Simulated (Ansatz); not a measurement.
# WS2: the cost of one run

Computed with Ansatz 0.2.0 (DFT PBEsol, scalar-relativistic, plane waves, PAW, unless a step's input says otherwise).

**1. The system as given**

Symmetry: P-3m1, No. 164, trigonal system. Conventional cell: a = 3.146 Å, b = 3.146 Å, c = 23.567 Å, α = 90.00°, β = 90.00°, γ = 120.00°. W (site symmetry 3m) is surrounded by 6 S at 2.40 Å. Around S (site symmetry 3m) lie 3 W at 2.40 Å.

Structure file:

```xyz
6
Lattice="3.1459 0.0000 0.0000 -1.5729 2.7244 0.0000 0.0000 0.0000 23.5675" Properties=species:S:1:pos:R:3 pbc="T T T"
W     0.0000    1.8163   14.9553
W     1.5729    0.9081    8.6121
S     0.0000    1.8163    7.0454
S     1.5729    0.9081   13.3875
S     0.0000    1.8163   10.1800
S     1.5729    0.9081   16.5220
```

It goes back to an entry of the Materials Project, which need not be the stable form.

This cell was relaxed beforehand with the same method: volume 33.66 Å³/atom, gap on the mesh 1.52 eV.

**2. Setting up a one-atom displacement scan**

Atom 1 (W) is moved by x along the Cartesian unit vector (-0.656, -0.378, -0.653); the cell and all other atoms stay fixed. Forces below are components along that vector, summed over the moved atoms. In a periodic cell its images move with it.

**3. At x = -0.100 Å**

File input.yaml:

```yaml
crystal:
  lattice:
    - [3.1458813836, 0.0, 0.0]
    - [-1.5729406918, 2.7244131955, 0.0]
    - [0.0, 0.0, 23.5674572586]
  atoms:
    - { symbol: W, position: [0.3611182421, 0.6805591211, 0.6373485075] }
    - { symbol: W, position: [0.6666666667, 0.3333333333, 0.3654241421] }
    - { symbol: S, position: [0.3333333333, 0.6666666667, 0.2989469828] }
    - { symbol: S, position: [0.6666666667, 0.3333333333, 0.5680493466] }
    - { symbol: S, position: [0.3333333333, 0.6666666667, 0.4319506534] }
    - { symbol: S, position: [0.6666666667, 0.3333333333, 0.7010530172] }
basis:
  ecutwfc: 420
kpoints:
  mp_grid: { grid: [12, 12, 2] }
hamiltonian:
  xc: pbesol
scf:
  occupations: { method: gaussian, width: 0.05 }
output:
  forces: true
  stress: true
  eigenvalues: true
```

Started as:

```sh
ansatz run input.yaml --threads 1 --pin off --max-ram 2560MiB --backend cpu --events-out ev --progress --plain --runs-dir out
```

Q: Estimate wall time and peak memory on 1 thread of Intel Xeon Platinum 8488C (Sapphire Rapids), shared host.

About 35 s, with a peak of 0.72 GiB.
